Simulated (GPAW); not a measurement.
# GaSb (F-43m) in GPAW: notebook

The runs below take GaSb through band structure, equation of state, eps q, with PBE, BP86, AM05.

Everything below comes from runs of GPAW 26.7.0. Logs are shortened: lines on timing, memory, paths and dates and some standing lists are left out, and cuts for length are marked. The log counts tension as positive stress, the text compression.

**Measured values to compare with.**

From a printed reference work, data compilation, for a bulk crystal of GaSb at 4.2 K: band gap 0.811 eV (direct).

How close the calculation comes is told below.

**1. The structure**

Symmetry: F-43m, No. 216, cubic system. Conventional cell: a = 6.118 Å, b = 6.118 Å, c = 6.118 Å, α = 90.00°, β = 90.00°, γ = 90.00°. Sb (site symmetry -43m) is surrounded by 4 Ga at 2.65 Å. Ga (site symmetry -43m) is surrounded by 4 Sb at 2.65 Å.

**2. Band structure, PBE**

run.py reads:

```python
import spglib
from ase import Atoms
from ase.dft.bandgap import bandgap
from ase.io import read, write
from gpaw import GPAW

atoms = read('GaSb.cif')
cell, positions, numbers = spglib.find_primitive(
    (atoms.cell[:], atoms.get_scaled_positions(), atoms.numbers), symprec=1e-4)
atoms = Atoms(numbers, cell=cell, scaled_positions=positions, pbc=True)

calc = GPAW(mode='lcao',
            h=0.16,
            basis='dz(dzp)',
            xc='PBE',
            kpts={'size': (6, 6, 6), 'gamma': True},
            occupations={'name': 'fermi-dirac', 'width': 0.05},
            convergence={'density': 1e-05, 'energy': 1e-05},
            maxiter=150,
            txt='gpaw.txt')
atoms.calc = calc
energy = atoms.get_potential_energy()
forces = atoms.get_forces()
calc.write('gs.gpw')
write('result.traj', atoms)
print(f'Energy: {energy:.6f} eV')
print('Forces (eV/A):')
print(forces.round(4))
print('Fermi level:', round(calc.get_fermi_level(), 4), 'eV')
print(f'Gap: {bandgap(calc)[0]:.4f} eV, direct: {bandgap(calc, direct=True)[0]:.4f} eV')

path = atoms.cell.bandpath('GXWKGLUWLK,UX', npoints=100, eps=1e-4)
bs_calc = calc.fixed_density(kpts=path, symmetry='off', txt='bands.txt')
bs = bs_calc.band_structure()
bs.write('bs.json')
print(f'Gap on the path: {bandgap(bs_calc)[0]:.4f} eV')
```

GaSb.cif reads:

```cif
data_GaSb
_cell_length_a 6.11800000
_cell_length_b 6.11800000
_cell_length_c 6.11800000
_cell_angle_alpha 90.00000000
_cell_angle_beta 90.00000000
_cell_angle_gamma 90.00000000
_space_group_name_H-M_alt 'F-43m'
_space_group_name_Hall 'F -4 2 3'
_space_group_IT_number 216
loop_
_space_group_symop_operation_xyz
'x,y,z'
'y,-x,-z'
'-x,-y,z'
'-y,x,-z'
'x,-y,-z'
'y,x,z'
'-x,y,-z'
'-y,-x,z'
'z,x,y'
'-z,y,-x'
'z,-x,-y'
'-z,-y,x'
'-z,x,-y'
'z,y,x'
'-z,-x,y'
'z,-y,-x'
'y,z,x'
'-x,-z,y'
'-y,z,-x'
'x,-z,-y'
'-y,-z,x'
'x,z,y'
'y,-z,-x'
'-x,z,-y'
'x,y+1/2,z+1/2'
'y,-x+1/2,-z+1/2'
'-x,-y+1/2,z+1/2'
'-y,x+1/2,-z+1/2'
'x,-y+1/2,-z+1/2'
'y,x+1/2,z+1/2'
'-x,y+1/2,-z+1/2'
'-y,-x+1/2,z+1/2'
'z,x+1/2,y+1/2'
'-z,y+1/2,-x+1/2'
'z,-x+1/2,-y+1/2'
'-z,-y+1/2,x+1/2'
'-z,x+1/2,-y+1/2'
'z,y+1/2,x+1/2'
'-z,-x+1/2,y+1/2'
'z,-y+1/2,-x+1/2'
'y,z+1/2,x+1/2'
'-x,-z+1/2,y+1/2'
'-y,z+1/2,-x+1/2'
'x,-z+1/2,-y+1/2'
'-y,-z+1/2,x+1/2'
'x,z+1/2,y+1/2'
'y,-z+1/2,-x+1/2'
'-x,z+1/2,-y+1/2'
'x+1/2,y,z+1/2'
'y+1/2,-x,-z+1/2'
'-x+1/2,-y,z+1/2'
'-y+1/2,x,-z+1/2'
'x+1/2,-y,-z+1/2'
'y+1/2,x,z+1/2'
'-x+1/2,y,-z+1/2'
'-y+1/2,-x,z+1/2'
'z+1/2,x,y+1/2'
'-z+1/2,y,-x+1/2'
'z+1/2,-x,-y+1/2'
'-z+1/2,-y,x+1/2'
'-z+1/2,x,-y+1/2'
'z+1/2,y,x+1/2'
'-z+1/2,-x,y+1/2'
'z+1/2,-y,-x+1/2'
'y+1/2,z,x+1/2'
'-x+1/2,-z,y+1/2'
'-y+1/2,z,-x+1/2'
'x+1/2,-z,-y+1/2'
'-y+1/2,-z,x+1/2'
'x+1/2,z,y+1/2'
'y+1/2,-z,-x+1/2'
'-x+1/2,z,-y+1/2'
'x+1/2,y+1/2,z'
'y+1/2,-x+1/2,-z'
'-x+1/2,-y+1/2,z'
'-y+1/2,x+1/2,-z'
'x+1/2,-y+1/2,-z'
'y+1/2,x+1/2,z'
'-x+1/2,y+1/2,-z'
'-y+1/2,-x+1/2,z'
'z+1/2,x+1/2,y'
'-z+1/2,y+1/2,-x'
'z+1/2,-x+1/2,-y'
'-z+1/2,-y+1/2,x'
'-z+1/2,x+1/2,-y'
'z+1/2,y+1/2,x'
'-z+1/2,-x+1/2,y'
'z+1/2,-y+1/2,-x'
'y+1/2,z+1/2,x'
'-x+1/2,-z+1/2,y'
'-y+1/2,z+1/2,-x'
'x+1/2,-z+1/2,-y'
'-y+1/2,-z+1/2,x'
'x+1/2,z+1/2,y'
'y+1/2,-z+1/2,-x'
'-x+1/2,z+1/2,-y'
loop_
_atom_site_label
_atom_site_type_symbol
_atom_site_symmetry_multiplicity
_atom_site_Wyckoff_symbol
_atom_site_fract_x
_atom_site_fract_y
_atom_site_fract_z
_atom_site_occupancy
Sb1 Sb 4 c 0.2500000000 0.2500000000 0.2500000000 1
Ga1 Ga 4 a 0.0000000000 0.0000000000 0.0000000000 1
```

Potentials or basis: GPAW PAW data sets (gpaw-data 1.2.1), lcao:dz(dzp).

Started as:

```bash
OMP_NUM_THREADS=1 python run.py
```

gpaw.txt:

```text
__  _  _
 | _ |_)|_||  |
 |__||  | ||/\| - 26.7.0

Input parameters:
  mode=LCAO(),
  basis={'default': 'dz(dzp)'},
  convergence={'density': 1e-05, 'energy': 1e-05},
  h=0.16,
  kpts=MonkhorstPack(size=(6, 6, 6), gamma=True),
  maxiter=150,
  occupations=Occupations(name='fermi-dirac', width=0.05),
  xc=XC(name='PBE')

            Sb

       Ga

Atoms  # Å, Bohr magnetons
|   | symbol |        x |        y |        z |    initial magnetic moments |
|---|--------|----------|----------|----------|-----------------------------|
| 0 |     Sb | 1.529500 | 1.529500 | 1.529500 | ( 0.0000,  0.0000,  0.0000) |
| 1 |     Ga | 0.000000 | 0.000000 | 0.000000 | ( 0.0000,  0.0000,  0.0000) |

Unit cell  # Å
| periodic |        x |        y |        z |  lengths |    angles |
|----------|----------|----------|----------|----------|-----------|
|      yes | 0.000000 | 3.059000 | 3.059000 | 4.326079 | 60.000000 |
|      yes | 3.059000 | 0.000000 | 3.059000 | 4.326079 | 60.000000 |
|      yes | 3.059000 | 3.059000 | 0.000000 | 4.326079 | 60.000000 |

Number of symmetries: 24
Symmetry operations  # r_c * U_cc + t_c -> r_c
|    | kind |            matrix            |
|----|------|------------------------------|
|  0 |  E   |  1, 0, 0,  0, 1, 0,  0, 0, 1 |
|  1 |  σ   |  1, 0, 0,  0, 0, 1,  0, 1, 0 |
|  2 |  σ   |  1, 0,-1,  0, 1,-1,  0, 0,-1 |
|  3 |  C3  |  1, 0,-1,  0, 0,-1,  0, 1,-1 |
|  4 |  C3  |  1,-1, 0,  0,-1, 1,  0,-1, 0 |
|  5 |  σ   |  1,-1, 0,  0,-1, 0,  0,-1, 1 |
|  6 |  σ   |  0, 1, 0,  1, 0, 0,  0, 0, 1 |
|  7 |  C3  |  0, 1, 0,  0, 0, 1,  1, 0, 0 |
|  8 |  C2  |  0, 1,-1,  1, 0,-1,  0, 0,-1 |
|  9 |  S4  |  0, 1,-1,  0, 0,-1,  1, 0,-1 |
| 10 |  C3  |  0, 0, 1,  1, 0, 0,  0, 1, 0 |
| 11 |  σ   |  0, 0, 1,  0, 1, 0,  1, 0, 0 |
| 12 |  S4  |  0, 0,-1,  1, 0,-1,  0, 1,-1 |
| 13 |  C3  |  0, 0,-1,  0, 1,-1,  1, 0,-1 |
| 14 |  S4  |  0,-1, 1,  1,-1, 0,  0,-1, 0 |
| 15 |  C2  |  0,-1, 1,  0,-1, 0,  1,-1, 0 |
| 16 |  C3  |  0,-1, 0,  1,-1, 0,  0,-1, 1 |
| 17 |  S4  |  0,-1, 0,  0,-1, 1,  1,-1, 0 |
| 18 |  S4  | -1, 1, 0, -1, 0, 1, -1, 0, 0 |
| 19 |  C3  | -1, 1, 0, -1, 0, 0, -1, 0, 1 |
| 20 |  C3  | -1, 0, 1, -1, 1, 0, -1, 0, 0 |
| 21 |  S4  | -1, 0, 1, -1, 0, 0, -1, 1, 0 |
| 22 |  σ   | -1, 0, 0, -1, 1, 0, -1, 0, 1 |
| 23 |  C2  | -1, 0, 0, -1, 0, 1, -1, 1, 0 |

BZ-sampling:
  Number of BZ points: 216
  Number of IBZ points: 16

  Monkhorst-Pack size: [6, 6, 6]
  Monkhorst-Pack shift: [0.08333333333333333, 0.08333333333333333, 0.08333333333333333]

K-points  # in reciprocal-cell coordinates
|     |                                coordinates |     weight |
|-----|--------------------------------------------|------------|
|   0 | (  0.00000000,   0.00000000,   0.00000000) | 0.00462963 |
|   1 | (  0.16666667,   0.16666667,   0.00000000) | 0.02777778 |
|   2 | (  0.16666667,   0.16666667,   0.16666667) | 0.03703704 |
|   3 | (  0.33333333,   0.16666667,   0.16666667) | 0.05555556 |
|   4 | (  0.33333333,   0.33333333,  -0.33333333) | 0.05555556 |
|   5 | (  0.33333333,   0.33333333,   0.00000000) | 0.02777778 |
|   6 | (  0.33333333,   0.33333333,   0.16666667) | 0.11111111 |
|   7 | (  0.33333333,   0.33333333,   0.33333333) | 0.03703704 |
|   8 | (  0.50000000,   0.33333333,  -0.33333333) | 0.11111111 |
|   9 | (  0.50000000,   0.33333333,  -0.16666667) | 0.05555556 |
| ... |                                            |            |
|  15 | (  0.50000000,   0.50000000,   0.50000000) | 0.01851852 |

basis functions: 26
Spin-components: 1 (collinear spins)
Bands:           13
Projectors:      11
Spin-degeneracy: 2
Datatype:        <class 'complex'>

Parallelization:
  kpt:    1
  domain: 1
  band:   1

Density:
  Valence electrons: 18.0
  Components: 1
  Grid points: [24 24 24]
  Charge: 0.0  # |e|

Potential:
  Grid points: [24 24 24]

species:
  Sb:
    name:    Antimony
    Z:       51.0
    valence: 15
    core:    36
    charge:  0.0  # [|e|]
    compensation charges:
      type: gauss
      rc: 0.36  # [Å]
      lmax: 2
    cutoffs:
      filter: 2.23  # [Å]
      core: 2.23  # [Å]
    projectors
    | kind |    occ | energy [eV] | rcut [Å] |
    |------|--------|-------------|----------|
    |   5s |  2.000 |     -12.815 |    1.154 |
    |   5p |  3.000 |      -4.830 |    1.233 |
    |   4d | 10.000 |     -33.514 |    1.196 |
    |    s |        |      14.396 |    1.154 |
    |    p |        |      22.381 |    1.233 |
[... 136 lines left out ...]
|   3 | (  0.33333333,   0.16666667,   0.16666667) | 0.05555556 |
|   4 | (  0.33333333,   0.33333333,  -0.33333333) | 0.05555556 |
|   5 | (  0.33333333,   0.33333333,   0.00000000) | 0.02777778 |
|   6 | (  0.33333333,   0.33333333,   0.16666667) | 0.11111111 |
|   7 | (  0.33333333,   0.33333333,   0.33333333) | 0.03703704 |
|   8 | (  0.50000000,   0.33333333,  -0.33333333) | 0.11111111 |
|   9 | (  0.50000000,   0.33333333,  -0.16666667) | 0.05555556 |
| ... |                                            |            |
|  15 | (  0.50000000,   0.50000000,   0.50000000) | 0.01851852 |

basis functions: 26
Spin-components: 1 (collinear spins)
Bands:           13
Projectors:      11
Spin-degeneracy: 2
Datatype:        <class 'complex'>

Parallelization:
  kpt:    1
  domain: 1
  band:   1

Density:
  Valence electrons: 18.0
  Components: 1
  Grid points: [24 24 24]
  Charge: 0.0  # |e|

Potential:
  Grid points: [24 24 24]

species:
  Sb:
    name:    Antimony
    Z:       51.0
    valence: 15
    core:    36
    charge:  0.0  # [|e|]
    compensation charges:
      type: gauss
      rc: 0.36  # [Å]
      lmax: 2
    cutoffs:
      filter: 2.23  # [Å]
      core: 2.23  # [Å]
    projectors
    | kind |    occ | energy [eV] | rcut [Å] |
    |------|--------|-------------|----------|
    |   5s |  2.000 |     -12.815 |    1.154 |
    |   5p |  3.000 |      -4.830 |    1.233 |
    |   4d | 10.000 |     -33.514 |    1.196 |
    |    s |        |      14.396 |    1.154 |
    |    p |        |      22.381 |    1.233 |
    |    d |        |      -6.303 |    1.196 |

    LCAO basis set for Sb:
      Name: dz(dzp)
      File: <dir>
      Number of radial functions: 6
      Number of spherical harmonics: 18
        l=0, rc=6.6250 Bohr: 5s-sz confined orbital
        l=1, rc=8.6719 Bohr: 5p-sz confined orbital
        l=2, rc=3.7656 Bohr: 4d-sz confined orbital
        l=0, rc=3.8125 Bohr: 5s-dz split-valence wave
        l=1, rc=5.1094 Bohr: 5p-dz split-valence wave
        l=2, rc=2.4844 Bohr: 4d-dz split-valence wave
      Number of RI-basis functions 0

  Ga:
    name:    Gallium
    Z:       31.0
    valence: 3
    core:    28
    charge:  0.0  # [|e|]
    compensation charges:
      type: gauss
      rc: 0.37  # [Å]
      lmax: 2
    cutoffs:
      filter: 2.06  # [Å]
      core: 4.17  # [Å]
    projectors
    | kind |    occ | energy [eV] | rcut [Å] |
    |------|--------|-------------|----------|
    |   4s |  2.000 |      -8.945 |    1.164 |
    |   4p |  1.000 |      -2.580 |    1.164 |
    |    s |        |      18.266 |    1.164 |
    |    p |        |      24.631 |    1.164 |
    |    d |        |       0.000 |    1.164 |

    LCAO basis set for Ga:
      Name: dz(dzp)
      File: <dir>
      Number of radial functions: 4
      Number of spherical harmonics: 8
        l=0, rc=7.2656 Bohr: 4s-sz confined orbital
        l=1, rc=10.3438 Bohr: 4p-sz confined orbital
        l=0, rc=4.1406 Bohr: 4s-dz split-valence wave
        l=1, rc=6.0938 Bohr: 4p-dz split-valence wave
      Number of RI-basis functions 0

Reference energy: -229166.229777  # eV

eigensolver:
  <gpaw.new.lcao.eigensolver.LCAOEigensolver object>
density mixing:
  MSR1-Mixer
  Pratt-step length: 0.05
  Maximum mixing coefficient: 0.75
  Old densities: 10
  SVD Regularization: 0.005
  Good broyden scale: 1.0
  Trust region scale: 1.0
  Backstep threshold: 4.0
  History deletion threshold: 6.0
  Fourier metric: weight=20.0, sigma=0.015

occupation numbers:
  Fermi-Dirac:
    width: 0.0500  # eV

FastPoissonSolver using
    Stencil: 12*3+1=37 point O(h^6) finite-difference Laplacian
    FFT axes: [np.int64(0), np.int64(1), np.int64(2)]
    FST axes: []

xc functional:
  name: PBE with 2 nearest neighbor stencil
interpolation: tri-quintic # 5. degree polynomial

convergence criteria:
- Maximum integral of absolute [dens]ity change: 1e-05 electrons / valence electron
- Maximum [total energy] change in last 3 cyles: 1e-05 eV / valence electron
- Maximum integral of absolute [eigenst]ate change: 4e-08 eV^2 / valence electron
maximum number of iterations: 150

SCF iterations
|iter     | |      energy | eigst |  dens |
|---------|-|-------------|-------|-------|
|iter:   1| |   -6.709456 |      c|       |
|iter:   2| |   -6.709289 |      c| -1.41 |
|iter:   3| |   -6.711915 |      c| -1.44 |
|iter:   4| |   -6.713426 |      c| -1.95 |
|iter:   5| |   -6.713424 |      c| -2.98 |
|iter:   6| |   -6.713425c|      c| -3.82 |
|iter:   7| |   -6.713425c|      c| -4.38 |
|iter:   8| |   -6.713425c|      c| -4.98 |
|iter:   9| |   -6.713425c|      c| -5.58c|

Converged in 9 steps
Energy contributions relative to reference atoms: (reference = -229166.229777)

Energy contributions:
  Kinetic:          30.961266
  Coulomb:         -27.428638
  Zero:              0.083165
  External:          0.000000
  Xc:              -10.328733
  Entropy:          -0.000968
  Spinorbit:         0.000000
  ----------------------------
  Free energy:      -6.713909
  Extrapolated:     -6.713425

dipole moment: (-20.390022, -20.390022, -20.390022)  # |e|*Ang

Fermi level: 5.019
Eigenvalues  # (at kpt = [0.000, 0.000, 0.000])
| band index |      eig [eV] | occ [0-2] |
|------------|---------------|-----------|
|          0 |       -23.630 |     2.000 |
|        ... |               |           |
|          2 |       -23.629 |     2.000 |
|          3 |       -23.579 |     2.000 |
|          4 |       -23.579 |     2.000 |
|          5 |        -6.555 |     2.000 |
|          6 |         4.940 |     1.658 |
|          7 |         4.941 |     1.656 |
|          8 |         4.941 |     1.656 |
|          9 |         5.016 |     1.029 |
|         10 |         7.875 |     0.000 |
|         11 |         7.875 |     0.000 |
|         12 |         7.875 |     0.000 |

No gap
No difference between direct/indirect transitions

Forces  # eV/Ang
|       x |       y |       z |
|---------|---------|---------|
| 0.00000 | 0.00000 | 0.00000 |  # Sb   0
| 0.00000 | 0.00000 | 0.00000 |  # Ga   1

# Writing to gs.gpw (mode='')
```

Run time: 25 s. Hardware: 1 thread of Arm Neoverse V1, shared host; peak memory 0.21 GiB.

These settings aren't checked as converged: the numbers below hold their error.

What came out:

| Property | Result |
| --- | --- |
| Free energy | -6.7139 eV |
| Band gap along the path | none (metal or under the smearing width) |

Caveat: the real-space grid adds noise to forces; spin-orbit coupling is left out, which moves the levels of the heavy elements; the basis of atomic orbitals isn't converged, which shifts pressures, moduli and gaps.

**3. Equation of state, BP86**

run.py reads:

```python
from ase.eos import EquationOfState
from ase.io import Trajectory, read
from ase.units import GPa
from gpaw import GPAW, PW, setup_paths

setup_paths.insert(0, '.')

atoms = read('GaSb.xyz')

traj = Trajectory('eos.traj', 'w')
volumes, energies = [], []
for x in [0.94, 0.96, 0.98, 1.0, 1.02, 1.04, 1.06]:
    a = atoms.copy()
    a.set_cell(atoms.cell * x**(1 / 3), scale_atoms=True)
    calc = GPAW(mode=PW(600),
                xc='GGA_X_B88+GGA_C_P86',
                kpts={'size': (6, 6, 6), 'gamma': True},
                occupations={'name': 'fermi-dirac', 'width': 0.05},
                nbands=18,
                convergence={'density': 1e-05, 'energy': 1e-05},
                maxiter=150,
                txt=f'eos-{x:.2f}.txt')
    a.calc = calc
    energies.append(a.get_potential_energy(force_consistent=True))
    volumes.append(a.get_volume())
    p = -a.get_stress()[:3].mean() / GPa
    calc.write(f'eos-{x:.2f}.gpw')
    traj.write(a)
    print(f'{x:.2f} {volumes[-1]:10.4f} A^3 {energies[-1]:14.6f} eV {p:9.3f} GPa', flush=True)

v0, e0, B = EquationOfState(volumes, energies, eos='birchmurnaghan').fit()
print(f'V0 = {v0:.4f} A^3, E0 = {e0:.6f} eV, B0 = {B / GPa:.2f} GPa')
```

GaSb.xyz reads:

```xyz
2
Lattice="0.0000000000 3.0590000000 3.0590000000 3.0590000000 0.0000000000 3.0590000000 3.0590000000 3.0590000000 0.0000000000" Properties=species:S:1:pos:R:3 pbc="T T T"
Sb     4.5885000000      4.5885000000      4.5885000000
Ga     0.0000000000      0.0000000000      0.0000000000
```

Potentials or basis: PAW data sets generated in the run's folder for this functional, pw.

Started as:

```bash
gpaw-setup -f GGA_X_B88+GGA_C_P86 Ga Sb
OMP_NUM_THREADS=1 python run.py
```

Wall time 68 s (1 thread of Arm Neoverse V1, shared host); peak memory 0.26 GiB.

It converged, with:

| Quantity | Value |
| --- | --- |
| Equilibrium volume | 30.17 Å³/atom |
| Bulk modulus | 44 GPa |
| Pressure derivative of the bulk modulus | 4.4 (rough: it moves with the points fitted) |

Energy against volume, from the lowest point:
```csv
volume (Å³/atom),energy (meV/atom)
26.907,59.38
27.480,38.76
28.052,23.15
28.625,11.86
29.197,4.42
29.770,0.57
30.342,0.00
```

[end of part 1 of 2]
